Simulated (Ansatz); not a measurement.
# Bi: levels with and without spin–orbit coupling

```
Bi
1.0
    -1.98143    1.98143    1.98143
     1.98143   -1.98143    1.98143
     1.98143    1.98143   -1.98143
Bi
1
Direct
  0.00000 0.00000 0.00000
```

The cell is the one relaxed in the Materials Project (mp-568610), not relaxed further here; entries there can be hypothetical.

Levels of theory: DFT, PBE, all-electron LAPW, scalar-relativistic (Ansatz 0.2.0); DFT, PBE, all-electron LAPW, Dirac equation with spin-orbit coupling (Ansatz 0.2.0).

Sampling and basis: a Γ-centred 13×13×13 k mesh, Fermi–Dirac smearing of 0.05 eV, basis error target 0.5 meV/atom, no spin polarisation.

Levels between -4 and 3 eV, each run counted from its own valence-band top where it has a gap, else its Fermi level. Scalar levels are listed once for both spins; with the coupling every spinor state is counted. Levels near the edges of the range can cross them.

(1) At P (0.250, 0.250, 0.250) the scalar-relativistic levels are -2.31 (×3). What are they with spin–orbit coupling?

## Answers

(1) -3.39 (×2), -1.78 (×4).
